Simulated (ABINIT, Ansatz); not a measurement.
Given: the input of a run of Ansatz 0.2.0 on Ti3Al. Atoms were shifted at random by some hundredths of an Å from the given cell, which wasn't relaxed again for these runs. The cell comes from a database or a generator and needn't be the stable form of this composition.

The input input.yaml:

```yaml
crystal:
  lattice:
    - [2.9275422229, 0.0, 0.0]
    - [-1.4637711114, 2.5353259357, 0.0]
    - [0.0, 0.0, 9.226362]
  atoms:
    - { symbol: Ti, position: [0.352219, 0.680574, 0.254827] }
    - { symbol: Ti, position: [0.347914, 0.691396, 0.746302] }
    - { symbol: Ti, position: [0.652088, 0.341893, 0.000353] }
    - { symbol: Al, position: [0.6604, 0.321528, 0.501108] }
kpoints:
  mp_grid: { grid: [10, 10, 3] }
scf:
  occupations: { method: fermi_dirac, width: 0.05 }
hamiltonian:
  xc: pbesol
  pseudopotentials: { kind: all_electron, lapw: { basis_error: 0.001 } }
output:
  forces: true
  stress: true
  eigenvalues: true
  populations: true
```

Potentials or basis: all-electron LAPW, scalar-relativistic.

Command:

```sh
$ ansatz run input.yaml --threads 2 --pin off --max-ram 8192MiB --backend cpu --events-out ev --progress --plain --runs-dir out
```

What does the same run look like in ABINIT 10.8.3 (patched build)? Potentials or basis there: PseudoDojo NC SR PBEsol v0.4.1 standard, cutoff 1143 eV.

As run (cutoffs and basis follow the program's own potentials, and thresholds, step limits or extra output files can differ):

Contents of run.abi:

```
pp_dirpath "./"
pseudos "Ti.upf, Al.upf"

acell 2.9275422229 2.9275422229 9.226362 Angstrom
rprim
     1.0000000000     0.0000000000     0.0000000000
    -0.5000000000     0.8660254038     0.0000000000
     0.0000000000     0.0000000000     1.0000000000
ntypat 2
znucl 22 13
natom 4
typat 1 1 1 2
xred
     0.3522190000     0.6805740000     0.2548270000
     0.3479140000     0.6913960000     0.7463020000
     0.6520880000     0.3418930000     0.0003530000
     0.6604000000     0.3215280000     0.5011080000
chkprim 0
chksymtnons 0
tolsym 1.0e-6

ecut 42.0

kptopt 1
ngkpt 10 10 3
nshiftk 1
shiftk 0.0 0.0 0.0

ixc -116133

nband 24
occopt 3
tsmear 0.05 eV

nstep 100
tolvrs 1.0e-10

iomode 3
prtwf 0
prteig 0
prtebands 0
enunit 2
prtden 1
prtvha 1
prtvclmb 1
prtpot 1
prtelf 1
```

Potentials or basis: PseudoDojo NC SR PBEsol v0.4.1 standard.

Run with:

```sh
$ abinit run.abi > log 2>&1
```

Both were run:

|  | Ansatz | ABINIT |
| --- | --- | --- |
| Pressure | -3.5 GPa | -3.4 GPa |
| Largest force | 0.477 eV/Å | 0.477 eV/Å |

Where Ansatz's input types no cutoff or centring, it takes its own default and a Γ-centred mesh.

Pressure is positive in compression.
